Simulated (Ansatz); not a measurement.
# CdSe (Cadmoselite) (P6_3mc) in Ansatz: atomic charges with PBE0

Aim: the atomic charges of CdSe (Cadmoselite) with PBE0.

Program: Ansatz 0.2.0. These are calculated values, not measurements. Logs are shortened: lines on timing, memory, paths and dates and some standing lists are left out, and cuts for length are marked.

**Experimental background.**

From a printed reference work, data compilation, for a bulk crystal of CdSe at 2 K: band gap 1.841 eV.

The runs below are set against these values where they give the same quantity.

**1. Starting point**

Symmetry: P6_3mc, No. 186, hexagonal system. Conventional cell: a = 4.300 Å, b = 4.300 Å, c = 7.020 Å, α = 90.00°, β = 90.00°, γ = 120.00°. Cd (site symmetry 3m) has 4 Se at 2.61 to 2.70 Å as nearest neighbours. Se (site symmetry 3m) is surrounded by 4 Cd at 2.61 to 2.70 Å.

**2. Atomic charges, PBE0**

input.yaml

```yaml
crystal:
  lattice:
    - [4.3, 0.0, 0.0]
    - [-2.15, 3.7239092363, 0.0]
    - [0.0, 0.0, 7.02]
  atoms:
    - { symbol: Cd, position: [0.6666666667, 0.3333333333, 0.5] }
    - { symbol: Cd, position: [0.3333333333, 0.6666666667, 0.0] }
    - { symbol: Se, position: [0.6666666667, 0.3333333333, 0.885] }
    - { symbol: Se, position: [0.3333333333, 0.6666666667, 0.385] }
hamiltonian:
  xc: pbe0
  pseudopotentials: { kind: paw }
kpoints:
  mp_grid: { grid: [5, 5, 3] }
scf:
  occupations: { method: gaussian, width: 0.05 }
output:
  forces: true
  stress: true
  eigenvalues: true
  bader: true
  populations: intrinsic
```

Potentials or basis: Ansatz PAW.

Run with:

```
ansatz run input.yaml --threads 2 --pin off --max-ram 5632MiB --backend cpu --events-out ev --progress --plain --runs-dir out
```

The program printed:

```text
Warning: output.stress: scf.convergence.dr2_threshold = 1e-7 eV (the SCF's general default) is looser than the 4e-10 eV advised for a printed stress (1e-10 eV for each atom of the cell: 4). What an SCF threshold leaves in a stress goes as its square root, and in the free energy as the threshold itself, and one threshold admits the most on a small cell: of the crystals measured, under no hybrid functional and no lock of the moments, on runs that ended without the residual-converged pass, on stresses that held no estimate of that error, the worst erred by over 100 MPa in a component at 1e-7 eV an atom and by under 5 at 1e-10. Set scf.convergence.dr2_threshold to 4e-10 eV or tighter. The threshold is an SCF's pass mark: one that does not reach it within its budget of iterations ends unconverged, or closes short of it on a stop that the run arms, and scf.convergence.dr2_threshold's page says what that costs each kind of run
Warning: output.stress: scf.exx.energy_threshold = 1e-6 eV is looser than the 4e-8 eV advised for a stress under a hybrid functional (1e-8 eV for each atom of the cell: 4). Every SCF of the exchange loop can meet its threshold on dr2 while the loop round them stops early: no threshold on dr2 bounds what that leaves in the stress. Set scf.exx.energy_threshold to 4e-8 eV or tighter. The threshold is the loop's pass mark: a loop that does not reach it within its budget of cycles ends unconverged, and scf.exx.energy_threshold's page has the law
Warning: RAYON_NUM_THREADS=2 ignored (pool sized by the plan → 2); use --threads N
Engine: ansatz 0.2.0, x86_64-unknown-linux-gnu
Pseudopotentials: kind: paw
Pseudopotential: Cd, paw, valence charge 20, recommended cutoff 420 eV (normal), Cd.paw.azcp
Pseudopotential: Se, paw, valence charge 16, recommended cutoff 420 eV (normal), Se.paw.azcp
Functional definition: PBE0
  parameter a = 0.25
  parameter kappa = 0.804
  parameter beta = 0.06672455060314922
  exchange = (1 - a)*pbe_x(kappa = kappa, mu = beta*pi^2/3) + a*exact_x
  correlation = pbe_c(beta = beta)
Crystal: 4 atoms, lattice volume = 112.410 Å³
Basis set: ecut = 420 eV, 2189 PW (Γ), exchange–correlation on 60×60×96 points (8 copies of the dense FFT grid, shifted against one another)
Bands: 44, of which v1, the nominal top of the filled ones, is band 36 counted from 1 (35 counted from 0)
Symmetry: 12 space group operations
Space group: P63mc (ITA 186), of the structure as read, at distance tolerance 4.8e-5 Å
k-points: 10 of 75 (time reversal used)
Non-local potential: Cd, projectors of the file, l = 0: 3, l = 1: 2, l = 2: 2, l = 3: 1
Non-local potential: Se, projectors of the file, l = 0: 2, l = 1: 2, l = 2: 3, l = 3: 1
PAW form: soft (Blöchl's): semilocal exchange-correlation on the pseudo side does not see the compensation charge
PAW frozen core: Cd, regenerated for the run's functional, and the local potential with it (the file was generated under x = pbe(κ = 0.804, μ = 0.2195149727645171), c = pbe(β = 0.06672455060314922))
PAW frozen core: Se, regenerated for the run's functional, and the local potential with it (the file was generated under x = pbe(κ = 0.804, μ = 0.2195149727645171), c = pbe(β = 0.06672455060314922))
PAW one-centre angular grid: Cd, 590 points (default); XC on 64 Gauss nodes
PAW one-centre angular grid: Se, 590 points (default); XC on 64 Gauss nodes
Initial density: superposition of atomic densities (neutral atoms: chi_scale 0, normalization atom), corrected by the library's trained network
Initial wavefunctions: pseudopotential atomic-orbital guess
Functional: x = pbe(κ = 0.804, μ = 0.2195149727645171), c = pbe(β = 0.06672455060314922), warm-up for x = 0.75 pbe(κ = 0.804, μ = 0.2195149727645171) + 0.25 exact, c = pbe(β = 0.06672455060314922)
SCF iter   1: F=—  HF=-27449.494268 eV  |F-HF|=—  |Δ(HF+E_count)|=         —  Δρ=1.20e-3  dr2=2.09e-3  ethr=1.77e-3  ⟨swp⟩=7.5  Hψ=1829  notcnv=0
preconditioner: auto → none  [insulator: Δε(μ)=0.687 eV  Ē_g=12.146 eV  σ=0.050 eV  W_gap=1.00  n_scr=34 (ndim 8)  ℏωp=21.0 eV  f_vac=0.201  D(μ)=0.00/eV (n_scr^D=0)]
iter 2 solved again at ethr=8.17e-8 eV; its pass at ethr=2.90e-6 eV (dr2=5.88e-5 eV) is discarded
SCF iter   2: F=—  HF=-27449.493877 eV  |F-HF|=—  |Δ(HF+E_count)|=   3.91e-4  Δρ=2.70e-4  dr2=5.88e-5  ethr=8.17e-8  ⟨swp⟩=2.3  Hψ=2074  notcnv=0
SCF iter   3: F=-27449.493978 eV  HF=-27449.493936 eV  |F-HF|=4.15e-5  |Δ(HF+E_count)|=   5.88e-5  Δρ=1.25e-4  dr2=1.23e-5  ethr=8.16e-8  ⟨swp⟩=3.0  Hψ=980  notcnv=0
SCF 1 stopped early in 3 iterations: F = -27449.493978 eV  dr2 = 1.23e-5
Initial density: handed on by an earlier stage of this run
Initial wavefunctions: those handed on with the density
Functional: x = 0.75 pbe(κ = 0.804, μ = 0.2195149727645171) + 0.25 exact, c = pbe(β = 0.06672455060314922)
Frozen-core exchange: fock
SCF iter   1: F=—  HF=-27458.778515 eV  |F-HF|=—  |Δ(HF+E_count)|=         —  Δρ=5.67e-3  dr2=2.73e-2  ethr=1.70e-7  ⟨swp⟩=7.8  Hψ=2194  notcnv=0
preconditioner: auto → none  [insulator: Δε(μ)=2.163 eV  Ē_g=14.849 eV  σ=0.050 eV  W_gap=1.00  n_scr=34 (ndim 8)  ℏωp=21.0 eV  f_vac=0.200  D(μ)=0.00/eV (n_scr^D=0)]
SCF iter   2: F=—  HF=-27458.764867 eV  |F-HF|=—  |Δ(HF+E_count)|=   1.36e-2  Δρ=2.28e-3  dr2=5.03e-3  ethr=1.70e-7  ⟨swp⟩=4.0  Hψ=1520  notcnv=0
SCF iter   3: F=—  HF=-27458.788147 eV  |F-HF|=—  |Δ(HF+E_count)|=   2.33e-2  Δρ=1.61e-3  dr2=1.90e-3  ethr=1.70e-7  ⟨swp⟩=4.0  Hψ=1553  notcnv=0
SCF iter   4: F=—  HF=-27458.787798 eV  |F-HF|=—  |Δ(HF+E_count)|=   3.49e-4  Δρ=4.86e-4  dr2=2.48e-4  ethr=1.70e-7  ⟨swp⟩=4.0  Hψ=1261  notcnv=0
SCF iter   5: F=—  HF=-27458.788443 eV  |F-HF|=—  |Δ(HF+E_count)|=   6.45e-4  Δρ=2.04e-4  dr2=6.50e-5  ethr=1.70e-7  ⟨swp⟩=3.4  Hψ=999  notcnv=0
SCF iter   6: F=-27458.788422 eV  HF=-27458.788425 eV  |F-HF|=2.88e-6  |Δ(HF+E_count)|=   1.78e-5  Δρ=3.14e-5  dr2=4.62e-6  ethr=7.20e-8  ⟨swp⟩=3.0  Hψ=894  notcnv=0
SCF 2 stopped early in 6 iterations: F = -27458.788422 eV  dr2 = 4.62e-6
  Residual-converged pass: ⟨swp⟩=4.0  Hψ=1350  notcnv=0  max |occ|·‖R‖ = 6.6e-6 eV (tolerance 6.7e-6 eV)  dr2=4.62e-6  dr2_onsite=2.48e-7  max |Δocc| = 8.6e-227
hybrid outer 1: dexx = +2.793e-2 eV, tail = 1.55e-4 eV
Frozen-core exchange: fock
SCF iter   1: F=—  HF=-27458.789045 eV  |F-HF|=—  |Δ(HF+E_count)|=         —  Δρ=5.60e-5  dr2=1.35e-6  ethr=1.08e-6  ⟨swp⟩=5.4  Hψ=1007  notcnv=0
preconditioner: auto → none  [insulator: Δε(μ)=2.263 eV  Ē_g=14.804 eV  σ=0.050 eV  W_gap=1.00  n_scr=34 (ndim 8)  ℏωp=21.0 eV  f_vac=0.203  D(μ)=0.00/eV (n_scr^D=0)]
SCF iter   2: F=—  HF=-27458.789047 eV  |F-HF|=—  |Δ(HF+E_count)|=   1.54e-6  Δρ=2.43e-5  dr2=6.72e-7  ethr=1.46e-9  ⟨swp⟩=4.0  Hψ=1447  notcnv=0
SCF iter   3: F=—  HF=-27458.789047 eV  |F-HF|=—  |Δ(HF+E_count)|=   1.04e-7  Δρ=1.05e-5  dr2=3.01e-7  ethr=5.23e-10  ⟨swp⟩=3.0  Hψ=941  notcnv=0
SCF iter   4: F=—  HF=-27458.789048 eV  |F-HF|=—  |Δ(HF+E_count)|=   1.32e-6  Δρ=4.92e-6  dr2=6.83e-8  ethr=5.39e-11  ⟨swp⟩=4.2  Hψ=1459  notcnv=0  defer=2
SCF iter   5: F=—  HF=-27458.789048 eV  |F-HF|=—  |Δ(HF+E_count)|=   2.41e-8  Δρ=8.44e-7  dr2=6.38e-9  ethr=5.39e-11  ⟨swp⟩=3.0  Hψ=991  notcnv=0
SCF iter   6: F=—  HF=-27458.789048 eV  |F-HF|=—  |Δ(HF+E_count)|=   2.91e-8  Δρ=1.10e-6  dr2=2.51e-9  ethr=2.56e-12 (applied; sched 1.00e-12)  ⟨swp⟩=4.0  Hψ=1129  notcnv=0
SCF iter   7: F=-27458.789048 eV  HF=-27458.789048 eV  |F-HF|=7.28e-12  |Δ(HF+E_count)|=  7.46e-10  Δρ=3.99e-8  dr2=2.39e-10  ethr=1.96e-12 (applied; sched 1.00e-12)  ⟨swp⟩=3.0  Hψ=880  notcnv=0
SCF 3 converged in 7 iterations: F = -27458.789048 eV  dr2 = 2.39e-10
  Residual-converged pass: ⟨swp⟩=3.0  Hψ=943  notcnv=0  max |occ|·‖R‖ = 6.0e-7 eV (tolerance 6.3e-7 eV)  dr2=2.40e-10  dr2_onsite=2.72e-12  max |Δocc| = 5.7e-232
hybrid outer 2: dexx = +2.081e-6 eV, tail = 8.95e-8 eV, Δε = 3.16e-3 eV (about 1.15e-4 eV left of the loop's levels), ΔF = 1.15e-3 eV/Å (tail 5.93e-4)
Frozen-core exchange: fock
SCF iter   1: F=—  HF=-27458.789049 eV  |F-HF|=—  |Δ(HF+E_count)|=         —  Δρ=2.02e-6  dr2=2.47e-9  ethr=6.21e-10  ⟨swp⟩=7.0  Hψ=1052  notcnv=0
preconditioner: auto → none  [insulator: Δε(μ)=2.264 eV  Ē_g=14.804 eV  σ=0.050 eV  W_gap=1.00  n_scr=34 (ndim 8)  ℏωp=21.0 eV  f_vac=0.203  D(μ)=0.00/eV (n_scr^D=0)]
SCF iter   2: F=-27458.789049 eV  HF=-27458.789049 eV  |F-HF|=1.16e-10  |Δ(HF+E_count)|=  3.53e-10  Δρ=5.75e-7  dr2=3.12e-10  ethr=3.08e-12  ⟨swp⟩=4.0  Hψ=1276  notcnv=0
SCF 4 converged in 2 iterations: F = -27458.789049 eV  dr2 = 3.12e-10
  Residual-converged pass: ⟨swp⟩=2.0  Hψ=620  notcnv=0  max |occ|·‖R‖ = 6.1e-7 eV (tolerance 6.5e-7 eV)  dr2=3.12e-10  dr2_onsite=5.68e-11  max |Δocc| = 2.0e-233
hybrid outer 3: dexx = +1.088e-9 eV, tail = 7.79e-10 eV, Δε = 1.90e-4 eV (about 3.02e-5 eV left of the loop's levels), ΔF = 3.70e-5 eV/Å (tail 2.76e-5)
hybrid SCF converged: 3 outer / 15 inner (+3 warm-up), last move |dexx| = 1.09e-9 eV, tail = 7.79e-10 eV
Stability not checked: this state was not tested for a lower state beside it, because the functional holds exact exchange (a hybrid, or Hartree-Fock), whose exchange loop this test does not read (fock_operator; see scf.lower_state_search)
Free energy (F): -27458.789049 eV
Frozen-core exchange: fock
Harris-Foulkes:  -27458.789049 eV  (|F-HF|=1.16e-10)
Internal energy: -27458.789049 eV  (E = F + TS)
E sigma→0 (E₀):  -27458.789049 eV
Fermi energy:    7.683578 eV
--- Per-component energies (eV) ---
  E_band       = -2018.722188
  E_kinetic    = 1248.871815
  E_local      = -12784.735667  (includes V_loc(G=0)·N_el)
  E_nonlocal   = -1123.888217
  E_hartree    = 6086.846335
  E_xc         = -432.692479
  E_vxc        = -492.935286  (∫ρ·V_xc dr)
  E_exx        = -343.277147  (= α·E_x^exact, valence–valence)
  E_paw        = -11783.497382  (= ΣΔE_a)
  E_vpaw       = -353.173060  (= ΣTr[D̂ρ^β])
  E_aug_tail   = -0.001154  (compensation charges beyond the density's cutoff)
  E_ewald      = -8323.002769
  E_core_change = -3.412383  (= ΣΔE_core)
  E_smearing   = -0.000000  (= −TS)
  E_closure    = 0.000000  (closes the sum)
  Σ components = -27458.789049   (vs F -27458.789049, Δ=0.00e0)
--- Forces (eV/Å), atoms counted from 1 ---
  atom   1  Cd     0.00000000     0.00000000     0.28214063
  atom   2  Cd     0.00000000    -0.00000000     0.28214063
  atom   3  Se     0.00000000     0.00000000    -0.28213945
  atom   4  Se     0.00000000    -0.00000000    -0.28213945
  max |Σ_I F_I| component: 2.37e-6 eV/Å
--- Stress (GPa, compression-positive) ---
        2.402552      -0.000000      -0.000000
       -0.000000       2.402552      -0.000000
        0.000000       0.000000       0.339109
  P = ⅓ Tr σ = 1.7147 GPa (17.147 kbar)
--- Band table (eV; the first three rows and the last of 10) ---
  k-point 0: bands = ["-100.2737", "-100.2736", "-59.9974", "-59.9974", "-59.9958", "-59.9958", "-59.9958", "-59.9958", "-43.7270", "-43.7270", "-43.7270", "-43.7270", "-43.7173", "-43.7173", "-43.7171", "-43.7171", "-43.7171", "-43.7171", "-7.2186", "-6.8204", "-2.6958", "-2.6958", "-2.6395", "-2.6391", "-2.6391", "-2.3352", "-2.3352", "-2.2752", "-2.2752", "-1.9484", "1.9395", "5.7617", "5.7617", "6.5498", "6.5498", "6.5515", "8.8153", "10.3192", "14.1629", "14.1629", "14.4420", "15.3574", "15.3574", "16.0962"]
  k-point 1: bands = ["-100.2736", "-100.2736", "-59.9974", "-59.9973", "-59.9957", "-59.9957", "-59.9957", "-59.9957", "-43.7270", "-43.7270", "-43.7270", "-43.7270", "-43.7173", "-43.7173", "-43.7171", "-43.7171", "-43.7171", "-43.7171", "-7.1171", "-6.9169", "-2.6846", "-2.6846", "-2.6563", "-2.6563", "-2.5502", "-2.3178", "-2.3178", "-2.2877", "-2.2877", "-2.2340", "2.8774", "4.8837", "5.9459", "5.9459", "6.3383", "6.3383", "10.1682", "10.4950", "13.8452", "14.3161", "14.3161", "14.8765", "14.8765", "14.8860"]
  k-point 2: bands = ["-100.2737", "-100.2736", "-59.9974", "-59.9974", "-59.9958", "-59.9957", "-59.9957", "-59.9957", "-43.7270", "-43.7270", "-43.7270", "-43.7270", "-43.7173", "-43.7173", "-43.7171", "-43.7171", "-43.7170", "-43.7170", "-7.0894", "-6.7616", "-2.6498", "-2.6311", "-2.5802", "-2.5695", "-2.5612", "-2.3553", "-2.3351", "-2.3057", "-2.2684", "-1.8781", "2.1938", "4.2926", "4.7745", "5.2757", "6.2244", "6.2435", "10.4104", "11.5476", "13.4505", "14.3592", "14.7628", "15.3745", "15.4096", "16.3208"]
  k-point 9: bands = ["-100.2737", "-100.2736", "-59.9974", "-59.9974", "-59.9958", "-59.9958", "-59.9956", "-59.9956", "-43.7271", "-43.7271", "-43.7270", "-43.7270", "-43.7174", "-43.7174", "-43.7170", "-43.7170", "-43.7170", "-43.7170", "-6.7396", "-6.7009", "-2.5607", "-2.5338", "-2.4978", "-2.4888", "-2.3610", "-2.3435", "-2.3136", "-2.2959", "-1.8913", "-1.8295", "2.0228", "2.2200", "3.8633", "4.5204", "4.9374", "5.4035", "11.7466", "12.4447", "13.5118", "13.6571", "14.3541", "15.5770", "16.6521", "17.0649"]
--- intrinsic populations: 4 sites ---
  site symbol       q [e]
     0     Cd     18.7282
     1     Cd     18.7282
     2     Se     17.2718
     3     Se     17.2718
  spilling = -0.000000 (of n_electrons = 72.000000)
--- Bader charges: 4 sites ---
  site symbol  charge [e]  shift [e]
     0     Cd      0.8256     0.0030
     1     Cd      0.8256     0.0030
     2     Se     -0.8256     0.0030
     3     Se     -0.8256     0.0030
  estimated error of the sums over rays = 3.8e-4 e
```

It took 2.7 min on 2 threads of Intel Xeon at 2.50GHz (Skylake/Cascade Lake), shared host; peak memory 1.9 GiB.

What came out:

| Property | Result |
| --- | --- |
| Free energy | -27458.7890 eV |
| Pressure | 1.7 GPa |
| Largest force | 0.282 eV/Å |
| Band gap on the k mesh | 2.26 eV, direct |
| Bader charges | Cd +0.83; Se -0.83 e |

Forces in eV/Å, atoms in the order of the input:
```
Cd   0.000  0.000  0.282
Cd   0.000  0.000  0.282
Se   0.000  0.000 -0.282
Se   0.000  0.000 -0.282
```

Caveat: odd divisions of the mesh miss points on the zone boundary, where band edges often lie, so the gap on the mesh can be too wide; the PAW data sets come from PBE, with cores solved anew for the run's functional, which leaves a small shift of forces and pressure; the thresholds are loose for stress.

**3. How close it comes**

Step 2. Against the measured gap of CdSe, 1.841 eV (2 K; a printed reference work, data compilation), the calculated 2.26 eV is off by +0.42 eV. Spin-orbit coupling on Cd, Se is left out. The value is that of PBE0, without temperature or zero-point motion.
